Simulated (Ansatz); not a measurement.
Crystal: NaCl.

```
Cl Na
1.0
     0.00000    2.79406    2.79406
     2.79406    0.00000    2.79406
     2.79406    2.79406    0.00000
Cl Na
1 1
Cartesian
  2.7941 2.7941 2.7941
  0.0000 0.0000 0.0000
```

The cell is a database's computed one.

```yaml
Program: Ansatz 0.2.0
Task: relaxation of cell and atoms
Functional: PBEsol
Dispersion: D3(BJ)
Potentials_or_basis: all-electron LAPW, scalar-relativistic
Basis_error_allowed: 0.001 eV/atom
k_mesh: 8 × 8 × 8
Occupations: fermi-dirac, width 0.05 eV
Spin: no spin polarisation
```

At the start: volume 21.81 Å³/atom.

Where does the relaxation end?

Over 4 steps the energy falls by 4.3 meV/atom and the volume is 20.75 Å³/atom (-4.9 %); space group Fm-3m (No. 225, to 0.05 Å).

The path:
```tsv
step	energy change (eV)	largest force (eV/Å)	volume (Å³)
1	0.0000	0.0000	43.63
2	-0.0077	0.0000	42.24
3	-0.0086	0.0000	41.51
4	-0.0086	0.0000	41.51
```

Final structure:
```
Cl Na
1.0
     0.00000    2.74814    2.74814
     2.74814    0.00000    2.74814
     2.74814    2.74814    0.00000
Cl Na
1 1
Direct
  0.50000 0.50000 0.50000
  0.00000 0.00000 0.00000
```
